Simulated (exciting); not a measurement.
Something may be wrong with this exciting (release sodium) calculation of In.

input.xml

```xml
<input>
  <title>In</title>
  <structure speciespath="./" tshift="false">
    <crystal scale="1.88972612463">
      <basevect>-1.625470000000 1.625470000000 2.473700000000</basevect>
      <basevect>1.625470000000 -1.625470000000 2.473700000000</basevect>
      <basevect>1.625470000000 1.625470000000 -2.473700000000</basevect>
    </crystal>
    <species speciesfile="In.xml" rmt="3.85">
      <atom coord="0.000000000000 0.000000000000 0.000000000000"/>
    </species>
  </structure>
  <groundstate do="fromscratch" ngridk="11 11 11" rgkmax="8" gmaxvr="14" lmaxapw="10" lmaxmat="10" lmaxvr="8" xctype="LDA_PW" stype="Fermi Dirac" swidth="0.00367493" nempty="16" ValenceRelativity="iora*" epsengy="1e-05" epspot="1e-05" maxscl="75" outputlevel="normal">
    <spin spinorb="true"/>
  </groundstate>
  <properties>
    <bandstructure>
      <plot1d>
        <path steps="60">
          <point coord="0 0 0" label="G"/>
          <point coord="0 0 0.5" label="X"/>
          <point coord="-0.2158906645 0.2158906645 0.5" label="Y"/>
          <point coord="-0.3579453323 0.3579453323 0.3579453323" label="S"/>
          <point coord="0 0 0" label="G"/>
          <point coord="0.5 0.5 -0.5" label="Z"/>
          <point coord="0.3579453323 0.6420546677 -0.3579453323" label="S1"/>
          <point coord="0 0.5 0" label="N"/>
          <point coord="0.25 0.25 0.25" label="P"/>
          <point coord="0.5 0.5 -0.2158906645" label="Y1"/>
          <point coord="0.5 0.5 -0.5" label="Z" breakafter="true"/>
          <point coord="0 0 0.5" label="X"/>
          <point coord="0.25 0.25 0.25" label="P"/>
        </path>
      </plot1d>
    </bandstructure>
  </properties>
</input>
```

Potentials or basis: all-electron LAPW+lo, shipped species files, valence relativity iora*.

The run is started by

```console
$ OMP_NUM_THREADS=1 exciting_smp
```

Output:

```text
Error(checkmt): muffin-tin spheres overlap between
                   species    1 atom    1 and
                   species    1 atom    1

   Sum of muffin-tin radii :    7.7000
   Distance between atoms  :    6.3814

   Please check, and possibly reduce, the input (or default) values
   of the attribute ''rmt'' inside the element ''species''
   for species    1 and    1

   See link:
```

Q: Diagnose the run.

A: The program refused the input. The input holds a flaw that was put in on purpose: muffin-tin spheres overlap (rmt = In 3.85).
